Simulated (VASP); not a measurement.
# Cs (I4/mmm) in VASP: further runs

Runs on Cs. Level: PBE. Tasks: single point.

Program: VASP 6.6.1. These are calculated values, not measurements. Logs are shortened: lines on timing, memory, paths and dates and some standing lists are left out, and cuts for length are marked.

## (1) The structure

The structure is tetragonal, space group I4/mmm (No. 139). The conventional cell has a = 5.500 Å, b = 5.500 Å, c = 8.194 Å, α = 90.00°, β = 90.00°, γ = 90.00°.

This isn't the form of Cs at room conditions, which is bcc.

## (2) Single point, PBE

Contents of INCAR:

```
PREC = Accurate
ENCUT = 450
EDIFF = 1E-6
ISMEAR = 1
SIGMA = 0.4
LREAL = False
LASPH = True
NELM = 100
ALGO = Normal
ISIF = 2
LWAVE = False
LCHARG = False
GGA = PE
NBANDS = 10
ADDGRID = False
```

Contents of KPOINTS:

```
regular mesh
0
Gamma
  5 5 5
```

Contents of POSCAR:

```
Cs
1.0
   -2.7500754600      2.7500754600      4.0972389800
    2.7500754600     -2.7500754600      4.0972389800
    2.7500754600      2.7500754600     -4.0972389800
Cs
1
Direct
    0.0000000000      0.0000000000      0.0000000000
```

Potentials or basis: VASP PAW PBE potentials, release 64 (Cs_sv).

Run with:

```bash
cat potpaw_PBE.64/Cs_sv/POTCAR > POTCAR
mpirun -np 1 vasp_std > vasp.out
```

OUTCAR:

```text
PREC = Accurate
   ENCUT = 450
   EDIFF = 1E-6
   ISMEAR = 1
   LREAL = False
   LASPH = True
   NELM = 100
   ISIF = 2
   GGA = PE

 Found     18 irreducible k-points:

 Following reciprocal coordinates:
            Coordinates               Weight
  0.000000  0.000000  0.000000      1.000000
  0.200000  0.000000  0.000000      8.000000
  0.400000  0.000000  0.000000      8.000000
  0.200000  0.200000  0.000000      8.000000
  0.400000  0.200000  0.000000     16.000000
 -0.400000  0.200000  0.000000     16.000000
   k-points           NKPTS =     18   k-points in BZ     NKDIM =     18   number of bands    NBANDS=     10
   number of dos      NEDOS =    301   number of ions     NIONS =      1
   total plane-waves  NPLWV =  64000
   dimension x,y,z NGX =    40 NGY =   40 NGZ =   40
   dimension x,y,z NGXF=    80 NGYF=   80 NGZF=   80
   ions per type =               1
   NGX,Y,Z   is equivalent  to a cutoff of  11.77, 11.77, 11.77 a.u.
   NGXF,Y,Z  is equivalent  to a cutoff of  23.54, 23.54, 23.54 a.u.
 SYSTEM =  unknown system
   PREC   = accura    normal or accurate (medium, high low for compatibility)
   ISTART =      0    job   : 0-new  1-cont  2-samecut
   ICHARG =      2    charge: 1-file 2-atom 10-const
   ISPIN  =      1    spin polarized calculation?
   LNONCOLLINEAR =      F non collinear calculations
   LSORBIT =      F    spin-orbit coupling
   LASPH  =      T    aspherical Exc in radial PAW
   ENCUT  =  450.0 eV  33.07 Ry    5.75 a.u.   9.77  9.77  9.77*2*pi/ulx,y,z
   NELM   =    100;   NELMIN=  2; NELMDL= -5     # of ELM steps
   EDIFF  = 0.1E-05   stopping-criterion for ELM
   LREAL  =      F    real-space projection
   EDIFFG = 0.1E-04   stopping-criterion for IOM
   NSW    =      0    number of steps for IOM
   IBRION =     -1    ionic relax: 0-MD 1-quasi-New 2-CG
   NFREE  =      0    steps in history (QN), initial steepest desc. (CG)
   ISIF   =      2    stress and relaxation
   ISYM   =      2    0-nonsym 1-usesym 2-fastsym
   POTIM  = 0.5000    time-step for ionic-motion
   TEBEG  =    0.0;   TEEND  =   0.0 temperature during run
   PSTRESS=    0.0 pullay stress
   NELECT =       9.0000    total number of electrons
   NUPDOWN=      -1.0000    fix difference up-down
   EMIN   =  10.00;   EMAX   =-10.00  energy-range for DOS
   EFERMI =   0.00;   METHOD = LEGACY
   ISMEAR =     1;   SIGMA  =   0.40  broadening in eV -4-tet -1-fermi 0-gaus
   EFERMI_NEDOS =   21; number of points for ismear=-14 and -15
   IALGO  =     38    algorithm
   IMIX   =      4    mixing-type and parameters
     AMIX     =   0.40;   BMIX     =  1.00
     AMIX_MAG =   1.60;   BMIX_MAG =  1.00
  volume/ion in A,a.u.               =     123.95       836.44
  Fermi-wavevector in a.u.,A,eV,Ry     =   0.682981  1.290648  6.346621  0.466463
  Thomas-Fermi vector in A             =   1.762213
   LORBIT       =      0    0 simple, 1 ext, 2 COOP (PROOUT), +10 PAW based schemes
   GGA     = PE    functional components
   LHFCALC =     F    Hartree Fock is set to
   AEXX    =    0.0000 exact exchange contribution
   IVDW    =     0    specifies the selected vdW correction
   LEPSILON=     F    determine dielectric tensor
   LRPA    =     F    only Hartree local field effects (RPA)
 non-spin polarized calculation
 Methfessel and Paxton  Order N= 1 SIGMA  =   0.40
  energy-cutoff  :      450.00
  volume of cell :      123.95
 maximum number of plane-waves:      2719
   NGX = 19   NGY = 19   NGZ = 19

 number of electron       9.0000001 magnetization

 Free energy of the ion-electron system (eV)
  ---------------------------------------------------
  ext. energy  EPLUGINS =         0.00000000
  ---------------------------------------------------
  free energy    TOTEN  =        -0.85963656 eV

  energy without entropy =       -0.88035342  energy(sigma->0) =       -0.86654218

 E-fermi :   0.2936     XC(G=0):  -5.2226

 val. band max:        0.2182427751   @ k =  -0.4000  -0.4000   0.4000
 cond. band min:       0.3444871228   @ k =  -0.4000   0.4000   0.0000
 fundamental gap:      0.1262443477
 Fermi energy:         0.2935536371

 k-point     1 :       0.0000    0.0000    0.0000
  band No.  band energies     occupation
      1     -23.6259      2.00000
      2     -10.3811      2.00000
      3     -10.3799      2.00000
      4     -10.3799      2.00000
      5      -1.3297      2.00000
      6       2.5761     -0.00000
      7       2.7383     -0.00000
      8       2.7383     -0.00000
      9       3.5194     -0.00000
     10       3.8400     -0.00000

 k-point     2 :       0.2000    0.0000    0.0000
  band No.  band energies     occupation
      1     -23.6245      2.00000
      2     -10.4171      2.00000
      3     -10.3871      2.00000
      4     -10.3835      2.00000
      5      -0.9536      2.00010
      6       2.0942     -0.00000
      7       2.6964     -0.00000
      8       2.8643     -0.00000
      9       3.4453     -0.00000
     10       3.6219     -0.00000

 k-point     3 :       0.4000    0.0000    0.0000
  band No.  band energies     occupation
      1     -23.6221      2.00000
      2     -10.4753      2.00000
      3     -10.3972      2.00000
      4     -10.3894      2.00000
      5      -0.0427      1.99946
      6       1.2421     -0.00403
      7       2.4814     -0.00000
      8       2.7047     -0.00000
      9       4.1395     -0.00000
     10       4.1612     -0.00000

 k-point     4 :       0.2000    0.2000    0.0000
  band No.  band energies     occupation
      1     -23.6227      2.00000
      2     -10.4409      2.00000
      3     -10.4103      2.00000
      4     -10.3911      2.00000
      5      -0.3935      2.03557
      6       1.7960     -0.00000
      7       2.1887     -0.00000
      8       2.9542     -0.00000
      9       3.1967     -0.00000
     10       4.2363     -0.00000

 k-point     5 :       0.4000    0.2000    0.0000
  band No.  band energies     occupation
      1     -23.6211      2.00000
      2     -10.4711      2.00000
      3     -10.4197      2.00000
      4     -10.4024      2.00000
      5       0.5472      0.13060
      6       1.0656     -0.01991
      7       2.0012     -0.00000
      8       2.7718     -0.00000
      9       3.8043     -0.00000
     10       4.0845     -0.00000

 k-point     6 :      -0.4000    0.2000    0.0000
  band No.  band energies     occupation
      1     -23.6217      2.00000
      2     -10.4599      2.00000
      3     -10.4069      2.00000
      4     -10.4043      2.00000
      5      -0.0516      2.00889
      6       1.4932     -0.00019
      7       2.1534     -0.00000
      8       2.8865     -0.00000
      9       3.5026     -0.00000
     10       4.3058     -0.00000

 [... further k-points ...]

------------------------ aborting loop because EDIFF is reached ----------------------------------------

  FORCE on cell =-STRESS in cart. coord.  units (eV):
  Direction    XX          YY          ZZ          XY          YZ          ZX
  --------------------------------------------------------------------------------------
  -------------------------------------------------------------------------------------
  Total       -0.0822026     -0.0822026     -0.1212017      0.0000000      0.0000000     -0.0000000
  in kB       -1.0625653     -1.0625653     -1.5666741      0.0000000      0.0000000     -0.0000000
  external PRESSURE =      -1.2306016 kB  Pullay stress =       0.0000000 kB

 VOLUME and BASIS-vectors are now :
 -----------------------------------------------------------------------------
  energy-cutoff  :      450.00
  volume of cell :      123.95
      direct lattice vectors                 reciprocal lattice vectors
    -2.750075460  2.750075460  4.097238980     0.000000000  0.181813193  0.122033399
     2.750075460 -2.750075460  4.097238980     0.181813193  0.000000000  0.122033399
     2.750075460  2.750075460 -4.097238980     0.181813193  0.181813193  0.000000000

 POSITION                                       TOTAL-FORCE (eV/Angst)
 -----------------------------------------------------------------------------------
      0.00000      0.00000      0.00000        -0.000000      0.000000      0.000000
 -----------------------------------------------------------------------------------
    total drift:                               -0.000000      0.000000     -0.000000

  FREE ENERGIE OF THE ION-ELECTRON SYSTEM (eV)
  ---------------------------------------------------
  free  energy   TOTEN  =        -0.8596365648 eV

  energy  without entropy=       -0.8803534169  energy(sigma->0) =       -0.86654218
```

Run time: 10 s. Hardware: 1 thread of Intel Xeon Platinum 8488C (Sapphire Rapids), shared host; peak memory 0.22 GiB.

These settings aren't checked as converged: the numbers below hold their error.

What came out:

```
Free energy            : -0.8596 eV
Pressure               : -0.1 GPa
Band gap on the k mesh : none (metal or under the smearing width)
```

## (3) Single point, PBE

This run uses another cell than the first one, of the same volume but with other edges.

INCAR is that of step 2.

KPOINTS is that of step 2.

Contents of POSCAR:

```
Cs
1.0
   -2.6528630000      2.7200140000      3.9488130000
    2.8833600000     -2.6988260000      4.0893020000
    2.7318000000      2.7777640000     -3.9345920000
Cs
1
Direct
    0.0073440000      0.0133040000      0.0001460000
```

Potentials or basis: VASP PAW PBE potentials, release 64 (Cs_sv).

Run with:

```bash
cat potpaw_PBE.64/Cs_sv/POTCAR > POTCAR
mpirun -np 1 vasp_std > vasp.out
```

It took 28 s on 1 thread of Intel Xeon Platinum 8488C (Sapphire Rapids), shared host; peak memory 0.25 GiB.

These settings aren't checked as converged: the numbers below hold their error.

Results:

| Item | Value |
| --- | --- |
| Free energy | -0.8580 eV |
| Pressure | -0.1 GPa |
| Band gap on the k mesh | none (metal or under the smearing width) |

## (4) Single point, PBE

INCAR: that of step 3 with these lines changed.

```diff
@@ -4,3 +4,3 @@
 ISMEAR = 1
-SIGMA = 0.4
+SIGMA = 0.2
 LREAL = False
```

KPOINTS is that of step 3.

Contents of POSCAR:

```
Cs
1.0
   -2.7500754600      2.7500754600      4.0972389800
    2.7500754600     -2.7500754600      4.0972389800
    2.7500754600      2.7500754600     -4.0972389800
Cs
1
Direct
    0.0000000000      0.0000000000      0.0000000000
```

Run with:

```bash
cat potpaw_PBE.64/Cs_sv/POTCAR > POTCAR
mpirun -np 1 vasp_std > vasp.out
```

Run time: 10 s. Hardware: 1 thread of Intel Xeon Platinum 8488C (Sapphire Rapids), shared host; peak memory 0.22 GiB.

The run converged, but some of its settings lie outside the range that counts as converged, so its numbers aren't taken as properties of the crystal.

Results:

| Property | Result |
| --- | --- |
| Free energy | -0.8702 eV |
| Pressure | -0.1 GPa |
| Band gap on the k mesh | none (metal or under the smearing width) |

## (5) For comparison

An earlier run on the cell as given: functional PBE; potentials or basis VASP PAW PBE potentials, release 64 (Cs_sv); cutoff 520 eV; k mesh 7 × 7 × 7; occupations fermi-dirac, width 0.05 eV; no spin polarisation.

* Pressure: -0.1 GPa
* Band gap on the k mesh: none (metal or under the smearing width)
